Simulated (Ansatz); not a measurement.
Input and command of a plane-wave DFT calculation in Ansatz:

```yaml
crystal:
  lattice:
    - [0.0, 3.1561, 2.903612]
    - [3.1561, 0.0, 2.903612]
    - [3.1561, 3.1561, 0.0]
  atoms:
    - { symbol: K, position: [0.0, 0.0, 0.0] }
    - { symbol: Cl, position: [0.5, 0.5, 0.5] }
basis:
  ecutwfc: 420
kpoints:
  mp_grid: { grid: [6, 6, 6] }
hamiltonian:
  xc: pbe
scf:
  occupations: { method: gaussian, width: 0.05 }
output:
  forces: true
  stress: true
  eigenvalues: true
  write_density: true
  write_potential: true
  elf: true
  volumetric_format: npy
```

```bash
ansatz run input.yaml --threads 1 --pin off --max-ram 2560MiB --backend cpu --events-out ev --progress --plain --runs-dir out
```

Processor: Arm Neoverse V1, 1 thread, on a host shared with other jobs.

**Question.** Estimate time, memory and problem size.

**Answer.** About 1.7 s on 1 thread of Arm Neoverse V1, on a shared host, peak memory 0.29 GiB. It solves 12 bands at 30 k points (the mesh reduced by symmetry) with about 1137 plane waves, in 6 SCF iterations.
